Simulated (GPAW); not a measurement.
Crystal: SnSe2.

```
Sn Se
1.0
     3.81100    0.00000    0.00000
    -1.90550    3.30042    0.00000
     0.00000    0.00000    6.13600
Sn Se
1 2
Direct
  0.00000 0.00000 0.00000
  0.66667 0.33333 0.75100
  0.33333 0.66667 0.24900
```

```yaml
Program: GPAW 26.7.0
Task: relaxation of cell and atoms
Functional: BLYP
Dispersion: D4
Potentials_or_basis: PAW data sets generated in the run's folder for this functional
Cutoff: 600 eV
Basis: pw
k_mesh: 6 × 6 × 3
Occupations: fermi-dirac, width 0.05 eV
Spin: no spin polarisation
```

At the start: pressure 4.7 GPa; volume 25.73 Å³/atom.

Task: How do energy, volume and symmetry change on relaxing?

Result: Over 14 steps the energy falls by 39.1 meV/atom and the volume is 25.98 Å³/atom (+1.0 %); space group P-3m1 (No. 164, to 0.05 Å).

The path:
| step | energy change (eV) | largest force (eV/Å) | pressure (GPa) | volume (Å³) |
| --- | --- | --- | --- | --- |
| 1 | 0.0000 | 1.0161 | 4.65 | 77.18 |
| 2 | -0.0461 | 0.7462 | 3.27 | 78.01 |
| 3 | -0.1010 | 0.1047 | 0.08 | 80.19 |
| 4 | -0.1021 | 0.0458 | -0.21 | 80.38 |
| 5 | -0.1032 | 0.0061 | -0.42 | 80.47 |
| 6 | -0.1060 | 0.0529 | -0.74 | 80.46 |
| 7 | -0.1102 | 0.0896 | -0.97 | 80.14 |
| 8 | -0.1143 | 0.0697 | -0.86 | 79.40 |
| 9 | -0.1161 | 0.0095 | -0.49 | 78.73 |
| 10 | -0.1167 | 0.0339 | -0.22 | 78.44 |
| 11 | -0.1169 | 0.0462 | -0.10 | 78.34 |
| 12 | -0.1172 | 0.0466 | -0.01 | 78.22 |
| 13 | -0.1174 | 0.0304 | 0.05 | 78.06 |
| 14 | -0.1174 | 0.0089 | 0.04 | 77.95 |

Final structure:
```
Sn Se
1.0
     3.89111    0.00000    0.00000
    -1.94555    3.36980    0.00000
     0.00000    0.00000    5.94517
Sn Se
1 2
Direct
  0.00000 0.00000 0.00000
  0.66667 0.33333 0.73238
  0.33333 0.66667 0.26762
```

Caveat: later steps reuse the first step's grids.
